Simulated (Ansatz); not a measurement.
Ir (diamond): energy against volume

Method: DFT, RPBE, plane waves (420 eV) with PAW, scalar-relativistic (Ansatz). (PAW data from PBE, frozen cores regenerated.)

The cell is scaled uniformly from the relaxed one, with fractional coordinates and shape fixed. Energies are extrapolated to zero smearing, pressures are those at the given smearing. Magnetic state: spin not included.

A Birch-Murnaghan fit gives V₀ = 21.89 Å³/atom, B₀ = 174 GPa, B₀′ = 5.1.

(1) What are the energy above the minimum and the pressure at 19.313 Å³/atom?

(2) What are the energy above the minimum and the pressure at 22.825 Å³/atom?

(3) What are the energy above the minimum and the pressure at 24.581 Å³/atom?

Answers

(1) 212.7 meV/atom and 30.16 GPa as computed.

(2) 19.7 meV/atom and -6.22 GPa as computed.

(3) 141.1 meV/atom and -14.61 GPa as computed.
